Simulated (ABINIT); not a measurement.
## Si2Ni: optical spectrum with LDA

Crystal: Si2Ni.

```
CELL_PARAMETERS angstrom
0.00000 2.70300 2.70300
2.70300 0.00000 2.70300
2.70300 2.70300 0.00000
ATOMIC_POSITIONS crystal
Ni 0.00000 0.00000 0.00000
Si 0.75000 0.75000 0.75000
Si 0.25000 0.25000 0.25000
```

```yaml
Program: ABINIT 10.8.3 (patched build)
Task: optical spectrum
Functional: LDA
Potentials_or_basis: PseudoDojo NC SR LDA v0.4.1 standard
Cutoff: 1252 eV
k_mesh: 6 × 6 × 6, with 4 shifts
Occupations: fermi-dirac, width 0.05 eV
Spin: collinear spin, ferromagnetic start
Starting_moments: "[1.0, 0.0, 0.0] μB"
Bands_in_the_sums: 25
Broadening_eV: 0.2
Scissor_shift_eV: 0
Tensor_components: "[11]"
```

```yaml
Pressure: -5.8 GPa
Net_moment: 0.00 μB per cell
```

Dielectric function (mean over the directions given):
| energy (eV) | real part | imaginary part |
| --- | --- | --- |
| 0.33 | 15.29 | 77.04 |
| 0.76 | 12.31 | 19.93 |
| 1.31 | 8.81 | 20.29 |
| 1.74 | 16.68 | 13.10 |
| 2.29 | 14.61 | 18.76 |
| 2.83 | 5.87 | 23.27 |
| 3.27 | -1.76 | 17.15 |
| 3.81 | -1.19 | 13.32 |
| 4.25 | 2.74 | 10.50 |
| 4.79 | 0.35 | 13.69 |
| 5.33 | -2.44 | 12.98 |
| 5.77 | -2.42 | 10.58 |
| 6.31 | -4.37 | 9.66 |
| 6.75 | -5.89 | 7.58 |
| 7.29 | -4.00 | 4.83 |
| 7.84 | -3.27 | 4.65 |
| 8.27 | -3.54 | 4.32 |
| 8.82 | -3.73 | 3.43 |
| 9.36 | -2.99 | 2.29 |
| 9.80 | -2.46 | 2.39 |
| 10.34 | -2.33 | 2.12 |
| 10.78 | -2.12 | 1.75 |
| 11.32 | -1.85 | 1.56 |
| 11.86 | -1.72 | 1.29 |
| 12.30 | -1.41 | 1.16 |
| 12.84 | -1.36 | 1.10 |
| 13.28 | -1.26 | 0.91 |
| 13.82 | -1.01 | 0.70 |
| 14.37 | -0.78 | 0.70 |
| 14.80 | -0.76 | 0.67 |
| 15.35 | -0.58 | 0.54 |
| 15.89 | -0.47 | 0.54 |
| 16.33 | -0.43 | 0.53 |
| 16.87 | -0.32 | 0.48 |
| 17.31 | -0.32 | 0.46 |
| 17.85 | -0.25 | 0.39 |
| 18.39 | -0.14 | 0.34 |
| 18.83 | -0.09 | 0.33 |
| 19.38 | -0.02 | 0.31 |
| 19.92 | -0.01 | 0.32 |

Wall time 7 min on 1 thread of Intel(R) Xeon(R) 6975P-C (Granite Rapids) (shared host), peak memory 3.2 GiB.

Caveat: the intraband (Drude) term is left out; small starting moments can end in a higher magnetic state in this program; spectra need much finer meshes, so this one isn't converged; independent-particle spectra lack excitons.
